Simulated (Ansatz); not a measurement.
# AgI, response to strain

The reference is AgI in the wurtzite structure (space group P6_3mc, No. 186; a = 4.560 Å, c = 7.450 Å). Axes: x lies along a and z along c of the hexagonal cell.

Strains are applied to the cell and any free atomic positions relax; under biaxial strain the out-of-plane vector relaxes too.

All numbers come from PBEsol (Ansatz, an electronic-structure program; PAW; 420 eV plane waves; no spin-orbit coupling).

Notes on the quantities. pressure: mean of the normal stresses, compression positive.

```csv
change,pressure,shortest interatomic distance,band gap
base,0.00 GPa,5.277 bohr,1.23 eV
"biaxial strain −3.74 %, plane normal [001], relaxed out of plane",0.96 GPa,5.195 bohr,1.13 eV
"biaxial strain −1.53 %, plane normal [001], relaxed out of plane",0.41 GPa,5.246 bohr,1.20 eV
"biaxial strain −0.27 %, plane normal [001], relaxed out of plane",0.07 GPa,5.274 bohr,1.23 eV
"biaxial strain +0.44 %, plane normal [001], relaxed out of plane",-0.12 GPa,5.283 bohr,1.24 eV
uniaxial strain ε_yy = +4.02 %,-1.23 GPa,5.348 bohr,1.21 eV
uniaxial strain ε_zz = +5.88 %,-1.74 GPa,5.383 bohr,1.18 eV
```

With I present, leaving out spin-orbit coupling can change the band edges. Stability against distortions was not tested.
